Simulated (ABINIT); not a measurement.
Wanted: the native input for an ABINIT 10.8.3 (patched build) run.

```
Task                : band structure
Functional          : LDA-PZ
Potentials or basis : JTH PAW LDA v2.0
Cutoff              : 544 eV
k mesh              : 12 × 12 × 12
Occupations         : fermi-dirac, width 0.05 eV
Spin                : no spin polarisation
Fine-grid cutoff    : 1088.46 eV
```

Crystal: Rh.

```
Rh
1.0
     0.00000    1.89785    1.89785
     1.89785    0.00000    1.89785
     1.89785    1.89785    0.00000
Rh
1
Direct
  0.00000 0.00000 0.00000
```

One way to write it, as run:

run.abi

```
# Datasets: ground state, then fixed potential
ndtset 2

# Pseudopotentials
pp_dirpath "./"
pseudos "Rh.LDA_PW-JTH.xml"

# Structure
acell 3*1.0
rprim
     0.0000000000     3.5864167256     3.5864167256
     3.5864167256     0.0000000000     3.5864167256
     3.5864167256     3.5864167256     0.0000000000
ntypat 1
znucl 45
natom 1
typat 1
xred
     0.0000000000     0.0000000000     0.0000000000

# Plane-wave basis
ecut 20.0
pawecutdg 40.0

# Exchange and correlation
ixc 2

# Bands and occupations
occopt 3
tsmear 0.00183747

# SCF cycle
nstep 100

# Output
iomode 3
prtwf 0
prteig 0
prtebands 0
enunit 1
prtden1 1

# Dataset 1
kptopt1 1
ngkpt1 12 12 12
nshiftk1 1
shiftk1 0.0 0.0 0.0
nband1 13
tolvrs1 1.0e-9

# Dataset 2: bands along G-X-W-K-G-L-U-W-L-K
iscf2 -2
getden2 1
nband2 17
nbdbuf2 2
tolwfr2 1.0e-12
kptopt2 -9
ndivsm2 8
prteig2 1
prtvol2 -3
kptbounds2
     0.0000000000     0.0000000000     0.0000000000
     0.5000000000     0.0000000000     0.5000000000
     0.5000000000     0.2500000000     0.7500000000
     0.3750000000     0.3750000000     0.7500000000
     0.0000000000     0.0000000000     0.0000000000
     0.5000000000     0.5000000000     0.5000000000
     0.6250000000     0.2500000000     0.6250000000
     0.5000000000     0.2500000000     0.7500000000
     0.5000000000     0.5000000000     0.5000000000
     0.3750000000     0.3750000000     0.7500000000
```

Potentials or basis: JTH PAW LDA v2.0.

Launch:

```sh
$ abinit run.abi > log 2>&1
```

It gave:

```yaml
Pressure: -9.6 GPa
Band_gap_on_the_k_mesh: none (metal or under the smearing width)
Valence_electrons_inside_the_program's_atomic_spheres: Rh 14.88 (radii [1.1708] Å)
```

Run time: 27 s on 1 thread of Arm Neoverse V2, on a shared host, peak memory 0.12 GiB.
